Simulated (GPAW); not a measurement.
Two runs for the S K edge of atom 2 in CdS (Hawleyite, F-43m). Run A: GPAW, PBE, full core hole (charged cell), 8-atom cell with 5.8 Å between holes, 4×4×4 k points, dipole transitions, Gaussian full width 0.9 eV up to 4 eV, rising linearly to 3.5 eV at 25 eV. Run B differs in one choice.

Energy from the lowest empty level; intensity scaled to a mean of 1 over the first 20 eV:

```csv
E (eV),A,B
-2.00,0.00,0.00
-1.25,0.00,0.00
-0.50,0.00,0.00
0.25,0.02,0.01
1.00,0.20,0.19
1.75,0.54,0.48
2.50,1.41,1.32
3.25,2.22,1.95
4.00,1.76,2.08
4.75,1.34,1.50
5.50,1.34,1.27
6.25,1.53,1.57
7.00,1.45,1.45
7.75,1.43,1.42
8.50,0.80,0.78
9.25,0.61,0.60
10.00,0.49,0.55
10.75,0.41,0.49
11.50,0.54,0.54
12.25,0.79,0.73
13.00,1.11,0.99
13.75,1.35,1.21
14.50,1.41,1.32
15.25,1.30,1.32
16.00,1.06,1.20
16.75,0.84,0.98
17.50,0.70,0.78
18.25,0.66,0.67
19.00,0.67,0.63
19.75,0.74,0.65
20.50,0.80,0.71
21.25,0.84,0.76
22.00,0.87,0.78
22.75,0.95,0.80
23.50,1.08,0.86
24.25,1.21,0.98
25.00,1.29,1.13
25.75,1.30,1.25
26.50,1.27,1.30
27.25,1.20,1.31
28.00,1.12,1.27
28.75,1.06,1.19
29.50,1.05,1.11
30.25,1.07,1.05
31.00,1.08,1.04
31.75,1.07,1.06
```

Question: What was changed?
a) the plane-wave cutoff
b) the k mesh of the spectrum
c) the volume of the cell
d) the k mesh of the field

(c): run B changes the volume scale from 1 to 0.91. The scaled spectrum changes by 11 % r.m.s. The highest intensity below 16 eV goes from 3.4 eV (2.30) to 3.8 eV (2.13). Other settings could leave a like mark; this is the one that was changed.

[Banner, clock and machine lines of the logs are left out without a mark of their own.]

[Logs are printed without paths, hosts, clocks, repeated set-up lines and the standing remarks that a program may print on its own settings, such as how far it seeks lower states.]

[Hosts, paths, dates, database ids (printed as entryN), source tags and the programs' standing remarks are cut or masked in the printed files.]

[Lists of maxima count a maximum above −3 eV only where it reaches 4 % of the highest in the window and stands out from its surroundings by 2 % of it (1.5 % where it reaches 55 %); shoulders and weaker maxima are passed over, and of the rest the first, up to two pre-edge ones and the few strongest are named.]
